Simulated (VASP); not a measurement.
NaH13O7: single point with PBE+D3(BJ)

NaH13O7:

```
O H Na
1.0
     6.62822    0.00000    0.00000
     0.00000    6.62822    0.00000
     0.00000    0.00000    6.62822
O H Na
7 13 1
Direct
  0.26594 0.45486 0.11447
  0.87327 0.53096 0.99974
  0.20618 0.00045 0.66424
  0.40816 0.69974 0.83213
  0.45904 0.29225 0.67991
  0.78160 0.55033 0.52028
  0.71831 0.17225 0.90987
  0.12688 0.41877 0.07252
  0.33385 0.32920 0.10386
  0.84290 0.53375 0.14138
  0.79599 0.40097 0.97248
  0.17032 0.98409 0.52181
  0.30197 0.11244 0.65935
  0.32624 0.81301 0.77513
  0.34585 0.65450 0.96013
  0.42041 0.43743 0.68994
  0.56895 0.25173 0.78964
  0.90573 0.46762 0.50956
  0.67237 0.44940 0.53358
  0.66473 0.13992 0.04647
  0.72252 0.82292 0.78344
```

The cell was built by a generator and needn't be a form met in nature.

| Property | Result |
| --- | --- |
| Program | VASP 6.6.1 |
| Task | single point |
| Functional | PBE |
| Dispersion | D3(BJ) |
| Potentials or basis | VASP PAW PBE potentials, release 64 (O, H, Na_pv) |
| Cutoff | 520 eV |
| k mesh | 1 × 1 × 1 |
| Occupations | fermi-dirac, width 0.05 eV |
| Spin | no spin polarisation |

```json
{
  "Pressure": "0.0 GPa",
  "Largest force": "1.847 eV/Å",
  "Band gap on the k mesh": "3.34 eV, direct",
  "Dispersion energy per atom": "-0.032 eV"
}
```

Forces in eV/Å, atoms in the order of the input:
```
O   -1.107  0.373  0.528
O   -0.237 -0.365  0.043
O   -1.190 -1.172 -0.788
O    0.104  0.385 -0.091
O   -0.260  1.060 -1.116
O    0.591 -0.442 -0.458
O   -0.282 -0.382  1.340
H    0.061  0.699 -0.172
H    0.962 -0.938 -0.144
H    0.003  0.795  0.952
H    0.333 -0.410 -1.032
H   -0.003 -0.222  0.393
H    0.883  1.465  0.328
H   -0.197 -0.195  0.021
H    0.062 -0.360 -0.328
H    0.061 -0.731  0.510
H    0.135 -0.085  0.275
H   -0.651  0.520  0.264
H    0.024 -0.029  0.218
H    0.290  0.106 -0.934
Na   0.417 -0.071  0.191
```

Stress tensor (GPa, compression positive):
```
 0.94  0.21  0.59
 0.21 -0.74 -0.06
 0.59 -0.06 -0.13
```

Levels at points of the mesh, in eV from the valence-band top:
```
           k point  band 28  band 29  band 30  band 31  band 32  band 33  band 34  band 35
(0.00, 0.00, 0.00)    -1.09    -0.79    -0.32     0.00     3.34     6.17     6.53     6.86
```

Run time: 23 s on 1 thread of AMD EPYC 9R45 (Zen 5), with other jobs on the host, peak memory 0.3 GiB.

Expect the measured gap to be larger: semilocal functionals such as PBE lack the derivative discontinuity.
